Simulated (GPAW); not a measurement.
Runs of GPAW 26.7.0 on SiC. It takes space group P6_3mc (No. 186, hexagonal). Conventional cell: a = 3.076 Å, b = 3.076 Å, c = 10.071 Å, α = 90.00°, β = 90.00°, γ = 120.00°. Around Si (site symmetry 3m) lie 4 C at 1.88 to 1.89 Å. Si (site symmetry 3m) is surrounded by 4 C at 1.88 to 1.89 Å. C (site symmetry 3m) has 4 Si at 1.88 to 1.89 Å as nearest neighbours. C (site symmetry 3m) is surrounded by 4 Si at 1.88 to 1.89 Å. The cell is a database's computed one.

| task | level | potentials or basis | cell | cutoff (eV) | eigensolver | band path | band points | optimizer | fmax | gap on the mesh (eV) | pressure (GPa) | relaxed volume (Å³/atom) | largest force (eV/Å) |
| --- | --- | --- | --- | --- | --- | --- | --- | --- | --- | --- | --- | --- | --- |
| band structure | BLYP | PAW data sets generated in the run's folder for this functional, pw | as given | 800 | davidson | GMKGALHA,LM,KH | 100 | - | - | 2.53 | (a) | - | 0.01 |
| relaxation of cell and atoms | RPBE | the program's PAW data sets (release 1.2.1) made for this functional, pw | relaxed | 800 | - | - | - | LBFGS | 0.02 eV/Å | 2.23 | 0.0 | 10.72 | 0.01 |
| relaxation of cell and atoms | BP86+D3 | PAW data sets generated in the run's folder for this functional, pw | relaxed | 800 | - | - | - | FIRE | 0.02 eV/Å | 2.30 | 0.2 | 10.44 | - |
| relaxation of cell and atoms | PBEsol+D4 | PAW data sets generated in the run's folder for this functional, pw | relaxed | 800 | - | - | - | BFGS | 0.02 eV/Å | 2.11 | 0.0 | (b) | 0.01 |

Alike in all rows: no spin polarisation; k mesh 6 × 6 × 2; smearing fermi-dirac 0.05 eV; the mesh is coarse, so values aren't converged.

Estimate the missing entries.

(a) 9.4; (b) 10.28.

Caveats: later steps reuse the first step's grids (some runs).

A k mesh can miss the band edges.
